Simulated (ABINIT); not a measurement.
Crystal: BN.

```
N B
1.0
     2.55394    0.00000    0.00000
    -1.27697    2.21178    0.00000
     0.00000    0.00000    4.22685
N B
2 2
Cartesian
  0.0000 1.4745 0.5295
  1.2770 0.7373 2.6430
  0.0000 1.4745 2.1123
  1.2770 0.7373 4.2257
```

Measurements of this composition are mostly on another form, of space group No. 194.

Base run:

```yaml
Program: ABINIT 10.8.3 (patched build)
Functional: PBEsol
Potentials_or_basis: JTH PAW PBE v2.0
Cutoff: 707 eV
k_mesh: 12 × 12 × 6
Occupations: fermi-dirac, width 0.05 eV
Spin: no spin polarisation
```

Its results: band gap on the k mesh 4.96 eV, indirect (least direct gap 8.13 eV); pressure -5.7 GPa; largest force 0.011 eV/Å.

Q: The run is repeated on the same cell with these changes: functional from PBEsol to r2SCAN; cutoff from 707 eV to 844 eV; fine-grid cutoff from 1306.15 eV to 1442.2 eV. What comes out?

A: Band gap on the k mesh 5.71 eV, indirect (least direct gap 8.89 eV); pressure -2.3 GPa; largest force 0.045 eV/Å.

Caveats: the PAW data sets were made with another functional, which shifts forces and pressure a little.
